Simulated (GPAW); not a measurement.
# BN (F-43m) in GPAW: single point with LDA

Aim: the single point of BN with LDA.

Program: GPAW 26.7.0. These are calculated values, not measurements. Logs are shortened: lines on timing, memory, paths and dates and some standing lists are left out, and cuts for length are marked. The log counts tension as positive stress, the text compression.

**The experiment to reproduce.**

A printed reference work, monograph reports, for a bulk crystal of BN at 300 K: band gap 6.4 eV (indirect).

How close the calculation comes is told below.

## (1) The structure

It takes space group F-43m (No. 216, cubic). The conventional cell has a = 3.626 Å, b = 3.626 Å, c = 3.626 Å, α = 90.00°, β = 90.00°, γ = 90.00°. Around N (site symmetry -43m) lie 4 B at 1.57 Å. B (site symmetry -43m) has 4 N at 1.57 Å as nearest neighbours.

The cell is a database's computed one.

## (2) Single point, LDA

Contents of run.py:

```python
from ase import Atoms
from ase.dft.bandgap import bandgap
from ase.io import write
from ase.units import GPa
from gpaw import GPAW, PW

atoms = Atoms(['N', 'B'],
              cell=[[0.0, 1.813001, 1.813001],
                    [1.813001, 0.0, 1.813001],
                    [1.813001, 1.813001, 0.0]],
              scaled_positions=[[0.25, 0.25, 0.25],
                                [0.0, 0.0, 0.0]],
              pbc=True)

calc = GPAW(mode=PW(600),
            xc='LDA',
            kpts={'size': (10, 10, 10), 'gamma': True},
            occupations={'name': 'fermi-dirac', 'width': 0.05},
            nbands=11,
            maxiter=120,
            txt='gpaw.txt')
atoms.calc = calc
energy = atoms.get_potential_energy()
forces = atoms.get_forces()
stress = atoms.get_stress()
calc.write('gs.gpw')
write('result.traj', atoms)
print(f'Energy: {energy:.6f} eV')
print('Forces (eV/A):')
print(forces.round(4))
print('Stress (GPa):', (stress / GPa).round(3))
print('Fermi level:', round(calc.get_fermi_level(), 4), 'eV')
print(f'Gap: {bandgap(calc)[0]:.4f} eV, direct: {bandgap(calc, direct=True)[0]:.4f} eV')
```

Potentials or basis: the program's PAW data sets (release 1.2.1) made for this functional, pw.

On the command line:

```
OMP_NUM_THREADS=1 python run.py
```

gpaw.txt:

```text
__  _  _
 | _ |_)|_||  |
 |__||  | ||/\| - 26.7.0

Input parameters:
  mode=PW(ecut=600.0),
  kpts=MonkhorstPack(size=(10, 10, 10), gamma=True),
  maxiter=120,
  nbands=11,
  occupations=Occupations(name='fermi-dirac', width=0.05),
  xc=XC(name='LDA')

Diagonalizing LCAO Hamiltonian
Converting LCAO to pw mode

          N
       B

Atoms  # Å, Bohr magnetons
|   | symbol |        x |        y |        z |    initial magnetic moments |
|---|--------|----------|----------|----------|-----------------------------|
| 0 |      N | 0.906501 | 0.906501 | 0.906501 | ( 0.0000,  0.0000,  0.0000) |
| 1 |      B | 0.000000 | 0.000000 | 0.000000 | ( 0.0000,  0.0000,  0.0000) |

Unit cell  # Å
| periodic |        x |        y |        z |  lengths |    angles |
|----------|----------|----------|----------|----------|-----------|
|      yes | 0.000000 | 1.813001 | 1.813001 | 2.563971 | 60.000000 |
|      yes | 1.813001 | 0.000000 | 1.813001 | 2.563971 | 60.000000 |
|      yes | 1.813001 | 1.813001 | 0.000000 | 2.563971 | 60.000000 |

Number of symmetries: 24
Symmetry operations  # r_c * U_cc + t_c -> r_c
|    | kind |            matrix            |
|----|------|------------------------------|
|  0 |  E   |  1, 0, 0,  0, 1, 0,  0, 0, 1 |
|  1 |  σ   |  1, 0, 0,  0, 0, 1,  0, 1, 0 |
|  2 |  σ   |  1, 0,-1,  0, 1,-1,  0, 0,-1 |
|  3 |  C3  |  1, 0,-1,  0, 0,-1,  0, 1,-1 |
|  4 |  C3  |  1,-1, 0,  0,-1, 1,  0,-1, 0 |
|  5 |  σ   |  1,-1, 0,  0,-1, 0,  0,-1, 1 |
|  6 |  σ   |  0, 1, 0,  1, 0, 0,  0, 0, 1 |
|  7 |  C3  |  0, 1, 0,  0, 0, 1,  1, 0, 0 |
|  8 |  C2  |  0, 1,-1,  1, 0,-1,  0, 0,-1 |
|  9 |  S4  |  0, 1,-1,  0, 0,-1,  1, 0,-1 |
| 10 |  C3  |  0, 0, 1,  1, 0, 0,  0, 1, 0 |
| 11 |  σ   |  0, 0, 1,  0, 1, 0,  1, 0, 0 |
| 12 |  S4  |  0, 0,-1,  1, 0,-1,  0, 1,-1 |
| 13 |  C3  |  0, 0,-1,  0, 1,-1,  1, 0,-1 |
| 14 |  S4  |  0,-1, 1,  1,-1, 0,  0,-1, 0 |
| 15 |  C2  |  0,-1, 1,  0,-1, 0,  1,-1, 0 |
| 16 |  C3  |  0,-1, 0,  1,-1, 0,  0,-1, 1 |
| 17 |  S4  |  0,-1, 0,  0,-1, 1,  1,-1, 0 |
| 18 |  S4  | -1, 1, 0, -1, 0, 1, -1, 0, 0 |
| 19 |  C3  | -1, 1, 0, -1, 0, 0, -1, 0, 1 |
| 20 |  C3  | -1, 0, 1, -1, 1, 0, -1, 0, 0 |
| 21 |  S4  | -1, 0, 1, -1, 0, 0, -1, 1, 0 |
| 22 |  σ   | -1, 0, 0, -1, 1, 0, -1, 0, 1 |
| 23 |  C2  | -1, 0, 0, -1, 0, 1, -1, 1, 0 |

BZ-sampling:
  Number of BZ points: 1000
  Number of IBZ points: 47

  Monkhorst-Pack size: [10, 10, 10]
  Monkhorst-Pack shift: [0.05, 0.05, 0.05]

K-points  # in reciprocal-cell coordinates
|     |                                coordinates |     weight |
|-----|--------------------------------------------|------------|
|   0 | (  0.00000000,   0.00000000,   0.00000000) | 0.00100000 |
|   1 | (  0.10000000,   0.10000000,   0.00000000) | 0.00600000 |
|   2 | (  0.10000000,   0.10000000,   0.10000000) | 0.00800000 |
|   3 | (  0.20000000,   0.10000000,   0.10000000) | 0.01200000 |
|   4 | (  0.20000000,   0.20000000,   0.00000000) | 0.00600000 |
|   5 | (  0.20000000,   0.20000000,   0.10000000) | 0.02400000 |
|   6 | (  0.20000000,   0.20000000,   0.20000000) | 0.00800000 |
|   7 | (  0.30000000,   0.20000000,   0.10000000) | 0.02400000 |
|   8 | (  0.30000000,   0.20000000,   0.20000000) | 0.02400000 |
|   9 | (  0.30000000,   0.30000000,   0.00000000) | 0.00600000 |
| ... |                                            |            |
|  46 | (  0.50000000,   0.50000000,   0.50000000) | 0.00400000 |

Plane wave coefficients: 411
Cutoff: 600.0 eV

Spin-components: 1 (collinear spins)
Bands:           11
Projectors:      10
Spin-degeneracy: 2
Datatype:        complex128

Parallelization:
  kpt:    1
  domain: 1
  band:   1

Density:
  Valence electrons: 8.0
  Components: 1
  Grid points: [15 15 15]
  Charge: 0.0  # |e|

Potential:
  Grid points: [15 15 15]

species:
  N:
    name:    Nitrogen
    Z:       7.0
    valence: 5
    core:    2
    charge:  0.0  # [|e|]
    compensation charges:
      type: gauss
      rc: 0.18  # [Å]
      lmax: 2
    cutoffs:
      filter: 1.11  # [Å]
      core: 0.96  # [Å]
    projectors
    | kind |    occ | energy [eV] | rcut [Å] |
    |------|--------|-------------|----------|
    |   2s |  2.000 |     -18.420 |    0.603 |
    |   2p |  3.000 |      -7.237 |    0.529 |
    |    s |        |       8.791 |    0.603 |
    |    p |        |      19.974 |    0.529 |
    |    d |        |       0.000 |    0.577 |

    Using partial waves for N as LCAO basis

  B:
    name:    Boron
    Z:       5.0
    valence: 3
    core:    2
    charge:  0.0  # [|e|]
    compensation charges:
      type: gauss
      rc: 0.20  # [Å]
      lmax: 2
    cutoffs:
      filter: 1.14  # [Å]
      core: 1.42  # [Å]
    projectors
    | kind |    occ | energy [eV] | rcut [Å] |
    |------|--------|-------------|----------|
    |   2s |  2.000 |      -9.383 |    0.635 |
    |   2p |  1.000 |      -3.714 |    0.635 |
    |    s |        |      17.828 |    0.635 |
    |    p |        |      23.498 |    0.635 |
    |    d |        |       0.000 |    0.635 |

    Using partial waves for B as LCAO basis

Reference energy: -2133.488728  # eV

eigensolver:
  PPCG
  Converge bands: occupied
  niter=2

density mixing:
  MSR1-Mixer
  Pratt-step length: 0.05
  Maximum mixing coefficient: 0.75
  Old densities: 10
  SVD Regularization: 0.005
  Good broyden scale: 1.0
  Trust region scale: 1.0
  Backstep threshold: 4.0
  History deletion threshold: 6.0
  Fourier metric: weight=20.0, sigma=0.015

occupation numbers:
  Fermi-Dirac:
    width: 0.0500  # eV

poisson solver:
  ecut: 4800.0  # eV

xc functional:
  name: None

convergence criteria:
- Maximum [total energy] change in last 3 cyles: 0.0005 eV / valence electron
- Maximum integral of absolute [dens]ity change: 0.0001 electrons / valence electron
- Maximum integral of absolute [eigenst]ate change: 4e-08 eV^2 / valence electron
maximum number of iterations: 120

SCF iterations
|iter     | |      energy | eigst |  dens |
|---------|-|-------------|-------|-------|
|iter:   1| |  -20.206806 | +0.07 |       |
|iter:   2| |  -20.026574 | -2.08 | -0.74 |
|iter:   3| |  -19.303300 | -1.41 | -0.78 |
|iter:   4| |  -19.283060 | -3.07 | -1.39 |
|iter:   5| |  -19.280896 | -3.65 | -1.86 |
|iter:   6| |  -19.280895c| -5.43 | -2.61 |
|iter:   7| |  -19.280896c| -7.34 | -3.68 |
|iter:   8| |  -19.280896c| -7.61c| -4.36c|

Converged in 8 steps
Energy contributions relative to reference atoms: (reference = -2133.488728)

Energy contributions:
  Kinetic:          14.725409
  Coulomb:         -13.891832
  Zero:             -0.001031
  External:          0.000000
  Xc:              -20.113442
  Entropy:          -0.000000
  Spinorbit:         0.000000
  ----------------------------
  Free energy:     -19.280896
  Extrapolated:    -19.280896

dipole moment: (-7.347665, -7.347665, -7.347665)  # |e|*Ang

Fermi level: 11.911
Eigenvalues  # (at kpt = [0.000, 0.000, 0.000])
| band index |      eig [eV] | occ [0-2] |
|------------|---------------|-----------|
|          0 |       -10.285 |     2.000 |
|          1 |         9.703 |     2.000 |
|          2 |         9.703 |     2.000 |
|          3 |         9.703 |     2.000 |
|          4 |        18.350 |     0.000 |
|          5 |        18.350 |     0.000 |
|          6 |        18.350 |     0.000 |
|          7 |        19.969 |     0.000 |
|          8 |        34.036 |     0.000 |
|          9 |        37.519 |     0.000 |
|         10 |        37.703 |     0.000 |

Gap: 4.331 eV
Transition (v -> c):
  (s=0, k=0, n=3, [0.00, 0.00, 0.00]) -> (s=0, k=41, n=4, [0.50, 0.50, 0.00])
Direct/indirect transitions are different
Direct gap: 8.647 eV
Transition at: (s=0, k=0, n=3, [0.00, 0.00, 0.00])

Forces  # eV/Ang
|       x |        y |        z |
|---------|----------|----------|
| 0.00000 | -0.00000 | -0.00000 |  # N    0
| 0.00000 |  0.00000 |  0.00000 |  # B    1

Stress tensor  # eV/Ang^3
|        x |        y |        z |
|----------|----------|----------|
| 0.170180 | 0.000000 | 0.000000 |
| 0.000000 | 0.170180 | 0.000000 |
| 0.000000 | 0.000000 | 0.170180 |

# Writing to gs.gpw (mode='')
```

Run time: 18 s. Hardware: 1 thread of Intel Xeon at 2.50GHz (Skylake/Cascade Lake), shared host; peak memory 0.13 GiB.

What came out:

| Property | Result |
| --- | --- |
| Free energy | -19.2809 eV |
| Pressure | -27.3 GPa |
| Band gap on the k mesh | 4.33 eV, indirect (least direct gap 8.65 eV) |

Levels at points of the mesh, in eV from the valence-band top:
```csv
k point,band 1,band 2,band 3,band 4,band 5,band 6,band 7
"(0.00, 0.00, 0.00)",-19.99,0.00,0.00,0.00,8.65,8.65,8.65
"(0.50, 0.50, 0.00)",-14.40,-8.82,-4.88,-4.88,4.33,9.10,17.59
"(0.50, 0.50, 0.50)",-15.76,-10.63,-1.92,-1.92,10.08,10.53,10.53
```

Caveat: the cutoff is short for stress and forces, so pressures can be off by a GPa or more; so large a pressure means that the cell lies far from this level's equilibrium, or that cutoff or potentials fall short.

## (3) Comparison with measurements

Step 2. Measured gap of BN: 6.4 eV (indirect; 300 K; a printed reference work, monograph). This calculation gives 4.33 eV (-2.07 eV). The value is that of LDA on a finite k mesh, which can miss the band edges, without temperature or zero-point motion. Semilocal functionals fall short of measured gaps as a rule. The cell is a database's relaxed one, not the measured one, which moves gaps too.
